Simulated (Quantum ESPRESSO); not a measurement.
# GaN (F-43m) in Quantum ESPRESSO: further runs, part 3 of 3

Quantum ESPRESSO 7.5.

**4. Phonons, PBE, target pressure 40 GPa, at which the enthalpy is minimised**

Input file pw.in:

```
&CONTROL
  calculation = 'scf'
  prefix = 'pwscf'
  outdir = './tmp'
  pseudo_dir = './pseudo'
  tprnfor = .true.
  tstress = .true.
  disk_io = 'low'
/
&SYSTEM
  ibrav = 0
  A = 3.18693112
  nat = 2
  ntyp = 2
  ecutwfc = 45
  ecutrho = 360
  nbnd = 19
  occupations = 'smearing'
  smearing = 'fd'
  degauss = 0.00367493
/
&ELECTRONS
  conv_thr = 4d-10
  electron_maxstep = 120
  mixing_beta = 0.5
/
ATOMIC_SPECIES
Ga    69.7230 ga_pbe_v1.4.uspp.F.UPF
N     14.0070 n_pbe_v1.2.uspp.F.UPF
CELL_PARAMETERS alat
   0.0000000000    0.7071067816    0.7071067816
   0.7071067816    0.0000000000    0.7071067816
   0.7071067816    0.7071067816    0.0000000000
ATOMIC_POSITIONS alat
Ga     0.0000000000    0.0000000000    0.0000000000
N      0.3535533908    0.3535533908    0.3535533908
K_POINTS automatic
8 8 8 1 1 1
```

Input file relax.in:

```
&CONTROL
  calculation = 'vc-relax'
  prefix = 'pwscf'
  outdir = './tmp'
  pseudo_dir = './pseudo'
  tprnfor = .true.
  tstress = .true.
  disk_io = 'low'
  nstep = 40
  forc_conv_thr = 0.0001
  etot_conv_thr = 1d-06
/
&SYSTEM
  ibrav = 0
  A = 3.18693112
  nat = 2
  ntyp = 2
  ecutwfc = 45
  ecutrho = 360
  nbnd = 19
  occupations = 'smearing'
  smearing = 'fd'
  degauss = 0.00367493
/
&ELECTRONS
  conv_thr = 4d-10
  electron_maxstep = 120
  mixing_beta = 0.5
/
&IONS
  ion_dynamics = 'bfgs'
/
&CELL
  cell_dynamics = 'bfgs'
  press = 400
  press_conv_thr = 0.2
/
ATOMIC_SPECIES
Ga    69.7230 ga_pbe_v1.4.uspp.F.UPF
N     14.0070 n_pbe_v1.2.uspp.F.UPF
CELL_PARAMETERS alat
   0.0000000000    0.7071067816    0.7071067816
   0.7071067816    0.0000000000    0.7071067816
   0.7071067816    0.7071067816    0.0000000000
ATOMIC_POSITIONS alat
Ga     0.0000000000    0.0000000000    0.0000000000
N      0.3535533908    0.3535533908    0.3535533908
K_POINTS automatic
8 8 8 1 1 1
```

Input file scf2.in:

```
&CONTROL
  calculation = 'scf'
  prefix = 'pwscf'
  outdir = './tmp'
  pseudo_dir = './pseudo'
  tprnfor = .true.
  tstress = .true.
  disk_io = 'low'
/
&SYSTEM
  ibrav = 0
  A = 3.04690399
  nat = 2
  ntyp = 2
  ecutwfc = 45
  ecutrho = 360
  nbnd = 19
  occupations = 'fixed'
/
&ELECTRONS
  conv_thr = 1d-13
  electron_maxstep = 120
  mixing_beta = 0.5
  startingpot = 'file'
  startingwfc = 'file'
/
ATOMIC_SPECIES
Ga    69.7230 ga_pbe_v1.4.uspp.F.UPF
N     14.0070 n_pbe_v1.2.uspp.F.UPF
CELL_PARAMETERS alat
   0.0000000000    0.7071067820    0.7071067820
   0.7071067820    0.0000000000    0.7071067820
   0.7071067820    0.7071067820    0.0000000000
ATOMIC_POSITIONS alat
Ga     0.0000000000    0.0000000000    0.0000000000
N      0.3535533910    0.3535533910    0.3535533910
K_POINTS automatic
8 8 8 1 1 1
```

Input file ph.in:

```
phonons of GaN
&INPUTPH
  prefix = 'pwscf'
  outdir = './tmp'
  tr2_ph = 1d-16
  fildyn = 'dyn'
  niter_ph = 60
  alpha_mix(1) = 0.7
  epsil = .true.
/
0.0000000000 0.0000000000 0.0000000000
```

Input file dynmat.in:

```
&INPUT
  fildyn = 'dyn'
  asr = 'crystal'
  lperm = .true.
  filout = 'dynmat.disp'
  fileig = 'dynmat.eig'
/
```

Input file dynmat_lo.in:

```
&INPUT
  fildyn = 'dyn'
  asr = 'crystal'
  filout = 'dynmat_lo.disp'
  fileig = 'dynmat_lo.eig'
  q(1) = 0
  q(2) = 0
  q(3) = 1
/
```

Potentials or basis: GBRV 1.5 PBE.

Run with:

```bash
> OMP_NUM_THREADS=1 pw.x -in pw.in > pw.out
> OMP_NUM_THREADS=1 pw.x -in relax.in > relax.out
> OMP_NUM_THREADS=1 pw.x -in scf2.in > scf2.out
> OMP_NUM_THREADS=1 ph.x -in ph.in > ph.out
> OMP_NUM_THREADS=1 dynmat.x -in dynmat.in > dynmat.out
> OMP_NUM_THREADS=1 dynmat.x -in dynmat_lo.in > dynmat_lo.out
```

pw.out:

```text
This program is part of the open-source Quantum ESPRESSO suite
     for quantum simulation of materials; please cite
[... 9 lines left out ...]
     --------------------
     sticks:   dense  smooth     PW     G-vecs:    dense   smooth      PW
     Sum         913     439    151                17933     6231    1243

     Using Slab Decomposition

     bravais-lattice index     =            0
     lattice parameter (alat)  =       6.0224  a.u.
     unit-cell volume          =     154.4542 (a.u.)^3
     number of atoms/cell      =            2
     number of atomic types    =            2
     number of electrons       =        24.00
     number of Kohn-Sham states=           19
     kinetic-energy cutoff     =      45.0000  Ry
     charge density cutoff     =     360.0000  Ry
     scf convergence threshold =      4.0E-10
     mixing beta               =       0.5000
     number of iterations used =            8  plain     mixing
     Exchange-correlation= SLA  PW   PBE  PBE
                           (   1   4   3   4   0   0   0)

     celldm(1)=   6.022427  celldm(2)=   0.000000  celldm(3)=   0.000000
     celldm(4)=   0.000000  celldm(5)=   0.000000  celldm(6)=   0.000000

     crystal axes: (cart. coord. in units of alat)
               a(1) = (   0.000000   0.707107   0.707107 )
               a(2) = (   0.707107   0.000000   0.707107 )
[... 50 lines left out ...]
        k(    5) = (  -0.3093592  -0.3093592   0.3977476), wk =   0.0234375
        k(    6) = (  -0.2209709  -0.2209709   0.3093592), wk =   0.0234375
[... 52 lines left out ...]
        k(   59) = (   0.3093592   0.3093592   0.3093592), wk =   0.0078125
        k(   60) = (  -0.3093592  -0.3093592   0.9280776), wk =   0.0234375

     Dense  grid:    17933 G-vectors     FFT dimensions: (  40,  40,  40)

     Smooth grid:     6231 G-vectors     FFT dimensions: (  25,  25,  25)

     Initial potential from superposition of free atoms

     starting charge      23.0000, renormalised to      24.0000
     Starting wfcs are   16 randomized atomic wfcs +    3 random wfcs

     Self-consistent Calculation

     iteration #  1     ecut=    45.00 Ry     beta= 0.50
     Davidson diagonalization with overlap
     ethr =  1.00E-02,  avg # of iterations =  5.5

     total energy              =    -432.92338104 Ry
     estimated scf accuracy    <       5.57071115 Ry
[... 57 lines left out ...]
     iteration # 10     ecut=    45.00 Ry     beta= 0.50
     Davidson diagonalization with overlap
     ethr =  4.73E-12,  avg # of iterations =  2.2

     End of self-consistent calculation

          k = 0.0442 0.0442 0.0442 (   785 PWs)   bands (ev):

   -81.8683 -81.8678 -81.8678  -5.0570  -2.5822  -2.5822  -2.5736  -2.2661
    -2.2661  10.3116  10.7861  10.7861  12.9934  20.9292  21.2188  21.2188
    28.5953  28.8311  28.8311
[... 351 lines left out ...]
   -81.8692 -81.8688 -81.8686  -4.1418  -2.4955  -2.4687  -2.2467  -2.2271
    -0.9263   4.0414   8.8994   9.6661  16.3482  18.7128  21.1476  21.6689
    27.4091  29.8596  29.8729

     the Fermi energy is    11.8779 ev

!    total energy              =    -435.54855325 Ry
     estimated scf accuracy    <          2.3E-11 Ry
     smearing contrib. (-TS)   =      -0.00000000 Ry
     internal energy E=F+TS    =    -435.54855325 Ry

     The total energy is F=E-TS. E is the sum of the following terms:
     one-electron contribution =    -337.19529674 Ry
     hartree contribution      =     181.40866716 Ry
     xc contribution           =     -54.08092568 Ry
     ewald contribution        =    -225.68099800 Ry

     convergence has been achieved in  10 iterations

     Forces acting on atoms (cartesian axes, Ry/au):

     atom    1 type  1   force =    -0.00000000   -0.00000000    0.00000000
     atom    2 type  2   force =     0.00000000    0.00000000   -0.00000000

     Total force =     0.000000     Total SCF correction =     0.000000

     Computing stress (Cartesian axis) and pressure

          total   stress  (Ry/bohr**3)                   (kbar)     P=       46.50
   0.00031610   0.00000000   0.00000000           46.50        0.00        0.00
   0.00000000   0.00031610   0.00000000            0.00       46.50        0.00
   0.00000000   0.00000000   0.00031610            0.00        0.00       46.50

=------------------------------------------------------------------------------=
   JOB DONE.
=------------------------------------------------------------------------------=
```

It took 5 min on 1 thread of Arm Neoverse V2, shared host; peak memory 0.11 GiB.

What came out:

```yaml
Free_energy: -5925.5598 eV
Relaxed_volume: 10.00 Å³/atom
Relaxed_cell: a = 3.047 Å, b = 3.047 Å, c = 3.047 Å, α = 60.00°, β = 60.00°, γ = 60.00°
Space_group_after_relaxing_to_0.05_Å: F-43m (No. 216)
Pressure_after_relaxing: 39.6 GPa
Electronic_dielectric_tensor_diagonal: 5.28
Born_charges_mean_of_the_diagonal: Ga +2.62; N -2.61 e
Highest_phonon_frequency_at_Γ_LO-TO_splitting_left_out: 654 cm⁻¹
Static_dielectric_tensor_diagonal: 8.65
```

The path:
| step | energy change (eV) | largest force (eV/Å) | pressure (GPa) | volume (Å³) |
| --- | --- | --- | --- | --- |
| 1 | 0.0000 | 0.0000 | 4.65 | 22.89 |
| 2 | 0.6718 | 0.0000 | 58.87 | 19.01 |
| 3 | 0.3198 | 0.0000 | 36.78 | 20.20 |
| 4 | 0.3635 | 0.0000 | 39.78 | 20.01 |
| 5 | 0.3668 | 0.0000 | 40.00 | 20.00 |

Final structure:
```
CELL_PARAMETERS angstrom
0.00000 2.15449 2.15449
2.15449 0.00000 2.15449
2.15449 2.15449 0.00000
ATOMIC_POSITIONS crystal
Ga 0.00000 0.00000 0.00000
N 0.25000 0.25000 0.25000
```

Phonon frequencies in cm⁻¹ (negative: imaginary):
```tsv
q point	frequencies
(0.000, 0.000, 0.000)	4 4 4 654 654 654
```

Electronic dielectric tensor:
```
5.28 0.00 0.00
0.00 5.28 0.00
0.00 0.00 5.28
```

Born effective charge tensors (e):
atom 1, Ga
```
2.62 0.00 0.00
0.00 2.62 0.00
0.00 0.00 2.62
```
atom 2, N
```
-2.61  0.00  0.00
 0.00 -2.61  0.00
 0.00  0.00 -2.61
```

Optical modes at Γ, degenerate ones joined, polar ones without the macroscopic field:
```
cm⁻¹  components  symmetry     active in  IR intensity, summed ((D/Å)²/amu)
 654           3        T2  IR and Raman                              40.46
```

Zone-centre frequencies without and with the macroscopic field along z (cm⁻¹):
```csv
,optical modes in rising order
without,654 654 654
with the field,654 654 836
```

Static dielectric tensor, electrons and zone-centre modes:
```
8.65 0.00 0.00
0.00 8.65 0.00
0.00 0.00 8.65
```

Caveat: the cell is more than 3 GPa from zero pressure, which shifts response properties.

**5. Summary**

```csv
cell,pressure (GPa)
relaxed to 10 GPa,9.9
relaxed to 20 GPa,19.8
relaxed to 40 GPa,39.6
```

Alike in all rows: task phonons; level PBE; potentials or basis GBRV 1.5 PBE; no spin polarisation; k mesh 8 × 8 × 8, shifted; cutoff (eV) 612; smearing fermi-dirac 0.05 eV.

Caveats: the cell is more than 3 GPa from zero pressure, which shifts response properties.

Absolute energies hang on the potentials; compare differences alone.
